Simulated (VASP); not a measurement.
The system is NaI.

```
I Na
1.0
     0.00000    3.23640    3.23640
     3.23640    0.00000    3.23640
     3.23640    3.23640    0.00000
I Na
1 1
Direct
  0.50000 0.50000 0.50000
  0.00000 0.00000 0.00000
```

Program: VASP 6.6.1. Alike in all runs: task band structure; potentials or basis VASP PAW PBE potentials, release 64 (I, Na_pv); no spin polarisation; cell as given; k mesh 7 × 7 × 7; cutoff (eV) 520; smearing fermi-dirac 0.05 eV.

Q: Order these runs on this cell by their band gap on the k mesh, lowest first.
A. level TB-mBJ
B. level SCAN
C. level revPBE
D. level LAK

A: C (3.86 eV), B (4.38 eV), D (4.55 eV), A (5.53 eV).

Caveats: spin-orbit coupling is left out, which moves the levels of the heavy elements.

A k mesh can miss the band edges.

Not every run made on this cell is shown here.
